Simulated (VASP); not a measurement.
# KI (Fm-3m) in VASP: further runs

KI is run at these levels: LDA, PBE, r2SCAN; tasks: single point.

All numbers are computed with VASP 6.6.1; they aren't measurements. Logs are shortened: lines on timing, memory, paths and dates and some standing lists are left out, and cuts for length are marked.

**What was measured.**

From a printed reference work, monograph, for a bulk crystal of KI: band gap 6.32 eV.

The runs below are set against these values where they give the same quantity.

### 1 The cell of the first run

Symmetry: Fm-3m, No. 225, cubic system. The conventional cell has a = 7.066 Å, b = 7.066 Å, c = 7.066 Å, α = 90.00°, β = 90.00°, γ = 90.00°. Within 4.6 Å of I (site symmetry m-3m) lie 6 K at 3.53 Å. K (site symmetry m-3m) has 6 I at 3.53 Å within 4.6 Å.

### 2 Single point, LDA

File INCAR:

```
SYSTEM = KI
PREC     = Accurate       ! precision mode
ENCUT    = 520            ! plane-wave cutoff, eV
EDIFF    = 1E-6           ! SCF threshold, eV
ISMEAR   = -1             ! smearing method
SIGMA    = 0.05           ! smearing width, eV
LREAL    = .False.        ! projectors in reciprocal space
LASPH    = .True.         ! aspherical terms in the spheres
NELM     = 80             ! most SCF steps
ALGO     = Normal         ! electronic algorithm
ISIF     = 2              ! what is computed and relaxed
LWAVE    = .False.        ! write WAVECAR
LCHARG   = .False.        ! write CHGCAR
GGA      = CA             ! functional
NBANDS   = 15             ! bands
```

File KPOINTS:

```
Automatic mesh
0
Gamma
  7 7 7
  0 0 0
```

File POSCAR:

```
KI
1.0
    0.0000000000      3.5327750000      3.5327750000
    3.5327750000      0.0000000000      3.5327750000
    3.5327750000      3.5327750000      0.0000000000
I K
1 1
Direct
    0.5000000000      0.5000000000      0.5000000000
    0.0000000000      0.0000000000      0.0000000000
```

Potentials or basis: VASP PAW LDA potentials, release 64 (I, K_sv).

Run with:

```
$ cat potpaw_LDA.64/I/POTCAR potpaw_LDA.64/K_sv/POTCAR > POTCAR
$ mpirun -np 1 vasp_std > vasp.out
```

OUTCAR:

```text
SYSTEM = KI
   PREC = Accurate
   ENCUT = 520
   EDIFF = 1E-6
   ISMEAR = -1
   LREAL = .False.
   LASPH = .True.
   NELM = 80
   ISIF = 2
   GGA = CA

 ion  position               nearest neighbor table
   1  0.500  0.500  0.500-   2 3.53   2 3.53   2 3.53   2 3.53   2 3.53   2 3.53
   2  0.000  0.000  0.000-   1 3.53   1 3.53   1 3.53   1 3.53   1 3.53   1 3.53

  LATTYP: Found a face centered cubic cell.
 ALAT       =     7.0655500000

  Lattice vectors:

 A1 = (   0.0000000000,   3.5327750000,   3.5327750000)
 A2 = (   3.5327750000,   0.0000000000,   3.5327750000)
 A3 = (   3.5327750000,   3.5327750000,   0.0000000000)

Analysis of symmetry for initial positions (statically):
=====================================================================
 Subroutine PRICEL returns:
 Original cell was already a primitive cell.

 Routine SETGRP: Setting up the symmetry group for a
 face centered cubic supercell.

 Subroutine GETGRP returns: Found 48 space group operations
 (whereof 48 operations were pure point group operations)
 out of a pool of 48 trial point group operations.

The static configuration has the point symmetry O_h .

Analysis of symmetry for dynamics (positions and initial velocities):
=====================================================================
 Subroutine PRICEL returns:
 Original cell was already a primitive cell.

 Routine SETGRP: Setting up the symmetry group for a
 face centered cubic supercell.

 Subroutine GETGRP returns: Found 48 space group operations
 (whereof 48 operations were pure point group operations)
 out of a pool of 48 trial point group operations.

The dynamic configuration has the point symmetry O_h .

 Subroutine INISYM returns: Found 48 space group operations
 (whereof 48 operations are pure point group operations),
 and found     1 'primitive' translations

----------------------------------------------------------------------------------------

                                     Primitive cell

  volume of cell :      88.1816

  direct lattice vectors                    reciprocal lattice vectors
     0.000000000  3.532775000  3.532775000    -0.141531799  0.141531799  0.141531799
     3.532775000  0.000000000  3.532775000     0.141531799 -0.141531799  0.141531799
     3.532775000  3.532775000  0.000000000     0.141531799  0.141531799 -0.141531799

  length of vectors
     4.996098318  4.996098318  4.996098318     0.245140266  0.245140266  0.245140266

  position of ions in fractional coordinates (direct lattice)
     0.500000000  0.500000000  0.500000000
     0.000000000  0.000000000  0.000000000

  ion indices of the primitive-cell ions
   primitive index   ion index
                 1           1
                 2           2

----------------------------------------------------------------------------------------

 KPOINTS: Automatic mesh

Automatic generation of k-mesh.
 Grid dimensions read from file:
 generate k-points for:    7    7    7

 Generating k-lattice:

  Cartesian coordinates                     Fractional coordinates (reciprocal lattice)
    -0.020218828  0.020218828  0.020218828     0.142857143  0.000000000  0.000000000
     0.020218828 -0.020218828  0.020218828     0.000000000  0.142857143  0.000000000
     0.020218828  0.020218828 -0.020218828     0.000000000  0.000000000  0.142857143

  Length of vectors
     0.035020038  0.035020038  0.035020038

  Shift w.r.t. Gamma in fractional coordinates (k-lattice)
     0.000000000  0.000000000  0.000000000

 Subroutine IBZKPT returns following result:
 ===========================================

 Found     20 irreducible k-points:

 Following reciprocal coordinates:
            Coordinates               Weight
  0.000000  0.000000  0.000000      1.000000
  0.142857  0.000000  0.000000      8.000000
  0.285714  0.000000  0.000000      8.000000
  0.428571  0.000000  0.000000      8.000000
  0.142857  0.142857  0.000000      6.000000
  0.285714  0.142857  0.000000     24.000000
[... 12 lines left out ...]
 -0.428571  0.428571  0.142857     24.000000
 -0.285714  0.428571  0.142857     24.000000
   k-points           NKPTS =     20   k-points in BZ     NKDIM =     20   number of bands    NBANDS=     15
   number of dos      NEDOS =    301   number of ions     NIONS =      2
   total plane-waves  NPLWV =  64000
   dimension x,y,z NGX =    40 NGY =   40 NGZ =   40
   dimension x,y,z NGXF=    80 NGYF=   80 NGZF=   80
   ions per type =               1   1
   NGX,Y,Z   is equivalent  to a cutoff of  13.31, 13.31, 13.31 a.u.
   NGXF,Y,Z  is equivalent  to a cutoff of  26.62, 26.62, 26.62 a.u.
 SYSTEM =  KI
   PREC   = accura    normal or accurate (medium, high low for compatibility)
   ISTART =      0    job   : 0-new  1-cont  2-samecut
   ICHARG =      2    charge: 1-file 2-atom 10-const
   ISPIN  =      1    spin polarized calculation?
   LNONCOLLINEAR =      F non collinear calculations
   LSORBIT =      F    spin-orbit coupling
   LASPH  =      T    aspherical Exc in radial PAW
   ENCUT  =  520.0 eV  38.22 Ry    6.18 a.u.   9.29  9.29  9.29*2*pi/ulx,y,z
   NELM   =     80;   NELMIN=  2; NELMDL= -5     # of ELM steps
   EDIFF  = 0.1E-05   stopping-criterion for ELM
   LREAL  =      F    real-space projection
   EDIFFG = 0.1E-04   stopping-criterion for IOM
   NSW    =      0    number of steps for IOM
   IBRION =     -1    ionic relax: 0-MD 1-quasi-New 2-CG
   NFREE  =      0    steps in history (QN), initial steepest desc. (CG)
   ISIF   =      2    stress and relaxation
   ISYM   =      2    0-nonsym 1-usesym 2-fastsym
   POTIM  = 0.5000    time-step for ionic-motion
   TEBEG  =    0.0;   TEEND  =   0.0 temperature during run
   PSTRESS=    0.0 pullay stress
   NELECT =      16.0000    total number of electrons
   NUPDOWN=      -1.0000    fix difference up-down
   EMIN   =  10.00;   EMAX   =-10.00  energy-range for DOS
   EFERMI =   0.00;   METHOD = LEGACY
   ISMEAR =    -1;   SIGMA  =   0.05  broadening in eV -4-tet -1-fermi 0-gaus
   EFERMI_NEDOS =   21; number of points for ismear=-14 and -15
   IALGO  =     38    algorithm
   IMIX   =      4    mixing-type and parameters
     AMIX     =   0.40;   BMIX     =  1.00
     AMIX_MAG =   1.60;   BMIX_MAG =  1.00
  volume/ion in A,a.u.               =      44.09       297.54
  Fermi-wavevector in a.u.,A,eV,Ry     =   0.926806  1.751409 11.686988  0.858969
  Thomas-Fermi vector in A             =   2.052808
   LORBIT       =      0    0 simple, 1 ext, 2 COOP (PROOUT), +10 PAW based schemes
   GGA     = CA    functional components
   LHFCALC =     F    Hartree Fock is set to
   AEXX    =    0.0000 exact exchange contribution
   IVDW    =     0    specifies the selected vdW correction
   LEPSILON=     F    determine dielectric tensor
   LRPA    =     F    only Hartree local field effects (RPA)
 non-spin polarized calculation
  energy-cutoff  :      520.00
  volume of cell :       88.18
 maximum number of plane-waves:      2421
 NGX is ok and might be reduce to    40
   NGX = 19   NGY = 19   NGZ = 19

 number of electron      15.9999999 magnetization

 Free energy of the ion-electron system (eV)
  ---------------------------------------------------
  ext. energy  EPLUGINS =         0.00000000
  ---------------------------------------------------
  free energy    TOTEN  =        -6.12863758 eV

  energy without entropy =       -6.12863758  energy(sigma->0) =       -6.12863758

 E-fermi :   0.4949     XC(G=0):  -7.6250

 val. band max:       -0.6242301131   @ k =   0.0000   0.0000   0.0000
 cond. band min:       2.9904473650   @ k =   0.0000   0.0000   0.0000
 fundamental gap:      3.6146774781
 Fermi energy:         0.4949038071

 k-point     1 :       0.0000    0.0000    0.0000
  band No.  band energies     occupation
      1     -28.7628      2.00000
      2     -12.4876      2.00000
      3     -12.4876      2.00000
      4     -12.4876      2.00000
      5     -11.1948      2.00000
      6      -0.6242      2.00000
      7      -0.6242      2.00000
      8      -0.6242      2.00000
      9       2.9904      0.00000
     10       5.6579      0.00000
     11       5.6579      0.00000
     12       5.6579      0.00000
     13       6.4165      0.00000
     14       6.4165      0.00000
     15       8.8498      0.00000

 k-point     2 :       0.1429    0.0000    0.0000
  band No.  band energies     occupation
      1     -28.7624      2.00000
      2     -12.5246      2.00000
      3     -12.4881      2.00000
      4     -12.4881      2.00000
      5     -11.1337      2.00000
      6      -0.9734      2.00000
      7      -0.6964      2.00000
      8      -0.6964      2.00000
      9       3.4934      0.00000
     10       5.5679      0.00000
     11       5.8770      0.00000
     12       5.8770      0.00000
     13       6.6509      0.00000
     14       6.6509      0.00000
     15       9.5411      0.00000

 k-point     3 :       0.2857    0.0000    0.0000
  band No.  band energies     occupation
      1     -28.7614      2.00000
      2     -12.5984      2.00000
      3     -12.4892      2.00000
      4     -12.4892      2.00000
      5     -11.0045      2.00000
      6      -1.5741      2.00000
      7      -0.8481      2.00000
      8      -0.8481      2.00000
      9       4.2853      0.00000
     10       5.8627      0.00000
     11       6.4343      0.00000
     12       6.4343      0.00000
     13       7.3020      0.00000
     14       7.3020      0.00000
     15       9.1234      0.00000
[... 271 lines left out ...]
 k-point    19 :      -0.4286    0.4286    0.1429
  band No.  band energies     occupation
      1     -28.7599      2.00000
      2     -12.5546      2.00000
      3     -12.5140      2.00000
      4     -12.5121      2.00000
      5     -11.0010      2.00000
      6      -1.6029      2.00000
      7      -1.1464      2.00000
      8      -1.1200      2.00000
      9       4.6606      0.00000
     10       5.4093      0.00000
     11       6.6031      0.00000
     12       7.5791      0.00000
     13       7.8020      0.00000
     14       8.6375      0.00000
     15       9.1212      0.00000

 k-point    20 :      -0.2857    0.4286    0.1429
  band No.  band energies     occupation
      1     -28.7599      2.00000
      2     -12.5619      2.00000
      3     -12.5244      2.00000
      4     -12.5088      2.00000
      5     -10.9758      2.00000
      6      -1.4571      2.00000
      7      -1.4312      2.00000
      8      -1.1271      2.00000
      9       5.2253      0.00000
     10       5.8741      0.00000
     11       6.0119      0.00000
     12       7.3167      0.00000
     13       7.9760      0.00000
     14       8.4736      0.00000
     15       9.2749      0.00000

------------------------ aborting loop because EDIFF is reached ----------------------------------------

  FORCE on cell =-STRESS in cart. coord.  units (eV):
  Direction    XX          YY          ZZ          XY          YZ          ZX
  --------------------------------------------------------------------------------------
  -------------------------------------------------------------------------------------
  Total       -0.7124867     -0.7124867     -0.7124867      0.0000000      0.0000000      0.0000000
  in kB      -12.9452202    -12.9452202    -12.9452202      0.0000000      0.0000000      0.0000000
  external PRESSURE =     -12.9452202 kB  Pullay stress =       0.0000000 kB

 VOLUME and BASIS-vectors are now :
 -----------------------------------------------------------------------------
  energy-cutoff  :      520.00
  volume of cell :       88.18
      direct lattice vectors                 reciprocal lattice vectors
     0.000000000  3.532775000  3.532775000    -0.141531799  0.141531799  0.141531799
     3.532775000  0.000000000  3.532775000     0.141531799 -0.141531799  0.141531799
     3.532775000  3.532775000  0.000000000     0.141531799  0.141531799 -0.141531799

 POSITION                                       TOTAL-FORCE (eV/Angst)
 -----------------------------------------------------------------------------------
      3.53277      3.53277      3.53277         0.000000      0.000000      0.000000
      0.00000      0.00000      0.00000         0.000000      0.000000      0.000000
 -----------------------------------------------------------------------------------
    total drift:                                0.000000     -0.000000     -0.000000

  FREE ENERGIE OF THE ION-ELECTRON SYSTEM (eV)
  ---------------------------------------------------
  free  energy   TOTEN  =        -6.1286375841 eV

  energy  without entropy=       -6.1286375841  energy(sigma->0) =       -6.12863758
```

Wall time 16 s (1 thread of Intel Xeon Platinum 8559C (Emerald Rapids), shared host); peak memory 0.2 GiB.

What came out:

| Quantity | Value |
| --- | --- |
| Free energy | -6.1286 eV |
| Pressure | -1.3 GPa |
| Band gap on the k mesh | 3.61 eV, direct |

Levels at points of the mesh, in eV from the valence-band top:
| k point | band 6 | band 7 | band 8 | band 9 | band 10 | band 11 |
| --- | --- | --- | --- | --- | --- | --- |
| (0.00, 0.00, 0.00) | 0.00 | 0.00 | 0.00 | 3.61 | 6.28 | 6.28 |

Caveat: spin-orbit coupling is left out, which moves the levels of the heavy elements.

### 3 Single point, PBE

File INCAR:

```
SYSTEM = KI
ALGO = Normal
EDIFF = 1E-7
ENCUT = 520
GGA = PE
ISIF = 2
ISMEAR = -1
LASPH = .TRUE.
LCHARG = .FALSE.
LREAL = .FALSE.
LWAVE = .FALSE.
NBANDS = 15
NELM = 100
PREC = Accurate
SIGMA = 0.05
```

File KPOINTS:

```
k-points
0
G
  7 7 7
  0 0 0
```

POSCAR is that of step 2.

Potentials or basis: VASP PAW PBE potentials, release 64 (I, K_sv).

Run with:

```
$ cat potpaw_PBE.64/I/POTCAR potpaw_PBE.64/K_sv/POTCAR > POTCAR
$ mpirun -np 1 vasp_std > vasp.out
```

OUTCAR:

```text
SYSTEM = KI
   EDIFF = 1E-7
   ENCUT = 520
   GGA = PE
   ISIF = 2
   ISMEAR = -1
   LASPH = .TRUE.
   LREAL = .FALSE.
   NELM = 100
   PREC = Accurate

 ion  position               nearest neighbor table
   1  0.500  0.500  0.500-   2 3.53   2 3.53   2 3.53   2 3.53   2 3.53   2 3.53
   2  0.000  0.000  0.000-   1 3.53   1 3.53   1 3.53   1 3.53   1 3.53   1 3.53

  LATTYP: Found a face centered cubic cell.
 ALAT       =     7.0655500000

  Lattice vectors:

 A1 = (   0.0000000000,   3.5327750000,   3.5327750000)
 A2 = (   3.5327750000,   0.0000000000,   3.5327750000)
 A3 = (   3.5327750000,   3.5327750000,   0.0000000000)

Analysis of symmetry for initial positions (statically):
=====================================================================
 Subroutine PRICEL returns:
 Original cell was already a primitive cell.

 Routine SETGRP: Setting up the symmetry group for a
 face centered cubic supercell.

 Subroutine GETGRP returns: Found 48 space group operations
 (whereof 48 operations were pure point group operations)
 out of a pool of 48 trial point group operations.

The static configuration has the point symmetry O_h .

Analysis of symmetry for dynamics (positions and initial velocities):
=====================================================================
 Subroutine PRICEL returns:
 Original cell was already a primitive cell.

 Routine SETGRP: Setting up the symmetry group for a
 face centered cubic supercell.

 Subroutine GETGRP returns: Found 48 space group operations
 (whereof 48 operations were pure point group operations)
 out of a pool of 48 trial point group operations.

The dynamic configuration has the point symmetry O_h .

 Subroutine INISYM returns: Found 48 space group operations
 (whereof 48 operations are pure point group operations),
 and found     1 'primitive' translations

----------------------------------------------------------------------------------------

                                     Primitive cell
[... 115 lines left out ...]
   LEPSILON=     F    determine dielectric tensor
   LRPA    =     F    only Hartree local field effects (RPA)
 non-spin polarized calculation
  energy-cutoff  :      520.00
  volume of cell :       88.18
 maximum number of plane-waves:      2421
 NGX is ok and might be reduce to    40
   NGX = 19   NGY = 19   NGZ = 19

 number of electron      15.9999999 magnetization

 Free energy of the ion-electron system (eV)
  ---------------------------------------------------
  ext. energy  EPLUGINS =         0.00000000
  ---------------------------------------------------
  free energy    TOTEN  =        -5.55639965 eV

  energy without entropy =       -5.55639965  energy(sigma->0) =       -5.55639965

 E-fermi :   0.6953     XC(G=0):  -7.1775

 val. band max:       -0.4154849682   @ k =   0.0000   0.0000   0.0000
 cond. band min:       3.5474186756   @ k =   0.0000   0.0000   0.0000
 fundamental gap:      3.9629036438
 Fermi energy:         0.6953156957

 k-point     1 :       0.0000    0.0000    0.0000
  band No.  band energies     occupation
      1     -28.9174      2.00000
      2     -12.4050      2.00000
      3     -12.4050      2.00000
      4     -12.4050      2.00000
      5     -10.9174      2.00000
      6      -0.4155      2.00000
      7      -0.4155      2.00000
      8      -0.4155      2.00000
      9       3.5474      0.00000
     10       6.0812      0.00000
     11       6.0812      0.00000
     12       6.0812      0.00000
     13       6.7984      0.00000
     14       6.7984      0.00000
[... 329 lines left out ...]
      2     -12.4687      2.00000
      3     -12.4385      2.00000
      4     -12.4241      2.00000
      5     -10.7104      2.00000
      6      -1.2084      2.00000
      7      -1.1876      2.00000
      8      -0.8959      2.00000
      9       5.6761      0.00000
     10       6.3335      0.00000
     11       6.4581      0.00000
     12       7.7906      0.00000
     13       8.3506      0.00000
     14       8.8975      0.00000
     15       9.6826      0.00000

------------------------ aborting loop because EDIFF is reached ----------------------------------------

  FORCE on cell =-STRESS in cart. coord.  units (eV):
  Direction    XX          YY          ZZ          XY          YZ          ZX
  --------------------------------------------------------------------------------------
  -------------------------------------------------------------------------------------
  Total        0.3363321      0.3363321      0.3363321     -0.0000000      0.0000000      0.0000000
  in kB        6.1108412      6.1108412      6.1108412     -0.0000000      0.0000000      0.0000000
  external PRESSURE =       6.1108412 kB  Pullay stress =       0.0000000 kB

 VOLUME and BASIS-vectors are now :
 -----------------------------------------------------------------------------
  energy-cutoff  :      520.00
  volume of cell :       88.18
      direct lattice vectors                 reciprocal lattice vectors
     0.000000000  3.532775000  3.532775000    -0.141531799  0.141531799  0.141531799
     3.532775000  0.000000000  3.532775000     0.141531799 -0.141531799  0.141531799
     3.532775000  3.532775000  0.000000000     0.141531799  0.141531799 -0.141531799

 POSITION                                       TOTAL-FORCE (eV/Angst)
 -----------------------------------------------------------------------------------
      3.53277      3.53277      3.53277         0.000000     -0.000000      0.000000
      0.00000      0.00000      0.00000        -0.000000      0.000000     -0.000000
 -----------------------------------------------------------------------------------
    total drift:                                0.000000     -0.000000     -0.000000

  FREE ENERGIE OF THE ION-ELECTRON SYSTEM (eV)
  ---------------------------------------------------
  free  energy   TOTEN  =        -5.5563996481 eV

  energy  without entropy=       -5.5563996480  energy(sigma->0) =       -5.55639965
```

It took 20 s on 1 thread of Intel Xeon Platinum 8559C (Emerald Rapids), shared host; peak memory 0.24 GiB.

What came out:

```yaml
Free_energy: -5.5564 eV
Pressure: 0.6 GPa
Band_gap_on_the_k_mesh: 3.96 eV, direct
```

Levels at points of the mesh, in eV from the valence-band top:
| k point | band 4 | band 5 | band 6 | band 7 | band 8 | band 9 | band 10 | band 11 | band 12 | band 13 |
| --- | --- | --- | --- | --- | --- | --- | --- | --- | --- | --- |
| (0.00, 0.00, 0.00) | -11.99 | -10.50 | 0.00 | 0.00 | 0.00 | 3.96 | 6.50 | 6.50 | 6.50 | 7.21 |

Caveat: spin-orbit coupling is left out, which moves the levels of the heavy elements.

(Continued in part 2 of 2.)
